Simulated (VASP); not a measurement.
Runs of VASP 6.6.1 on CdO (Monteponite). The structure is cubic, space group Fm-3m (No. 225). Conventional cell: a = 4.699 Å, b = 4.699 Å, c = 4.699 Å, α = 90.00°, β = 90.00°, γ = 90.00°. Cd (site symmetry m-3m) is surrounded by 6 O at 2.35 Å. Around O (site symmetry m-3m) lie 6 Cd at 2.35 Å. 

```csv
task,level,potentials or basis,spin,cell,k mesh,cutoff (eV),smearing,gap on the mesh (eV),pressure (GPa),relaxed volume (Å³/atom)
relaxation of cell and atoms,PBE,"VASP PAW PBE potentials, release 64 (Cd, O)",off,relaxed,10 × 10 × 10,600,fermi-dirac 0.05 eV,none,0.0,(a)
single point,PBE,"VASP PAW PBE potentials, release 64 (Cd, O)",off,as given,10 × 10 × 10,520,gaussian 0.011 eV,none,7.6,-
relaxation of cell and atoms,BLYP+D3,"VASP PAW PBE potentials, release 64 (Cd, O)",off,relaxed,10 × 10 × 10,600,fermi-dirac 0.05 eV,none,0.0,(b)
relaxation of cell and atoms,BLYP+D3(BJ),"VASP PAW PBE potentials, release 64 (Cd, O)",off,relaxed,10 × 10 × 10,600,fermi-dirac 0.05 eV,none,0.0,13.48
relaxation of cell and atoms,LDA,"VASP PAW LDA potentials, release 64 (Cd, O)",off,relaxed,10 × 10 × 10,600,fermi-dirac 0.05 eV,none,0.0,12.59
single point,PBE,"VASP PAW PBE potentials, release 64 (Cd, O)",off,as given,10 × 10 × 10,520,gaussian 0.028 eV,none,7.6,-
band structure,LDA,"VASP PAW LDA potentials, release 64 (Cd, O)","SOC, no magnetisation",as given,7 × 7 × 7,520,fermi-dirac 0.05 eV,-,-4.3,-
relaxation of cell and atoms,BLYP+D4,"VASP PAW PBE potentials, release 64 (Cd, O)",off,relaxed,10 × 10 × 10,600,fermi-dirac 0.05 eV,none,0.0,13.55
band structure,PBE,"VASP PAW PBE potentials, release 64 (Cd, O)",off,as given,10 × 10 × 10,520,fermi-dirac 0.05 eV,-,7.6,-
```

**Question.** Fill in the values left out.

**Answer.** (a) 13.66; (b) 14.02.

Caveats: this crystal is a semiconductor, whose small gap the functional closes, so the metal is an error of the method (some runs); the PAW data sets were made with another functional, which shifts forces and pressure a little (some runs); pairwise dispersion overbinds metals, which lowers pressure and volume (some runs).

A k mesh can miss the band edges, and rows without SOC leave out spin-orbit coupling on Cd.

A gap of «none» marks a metal or a gap under the smearing width.
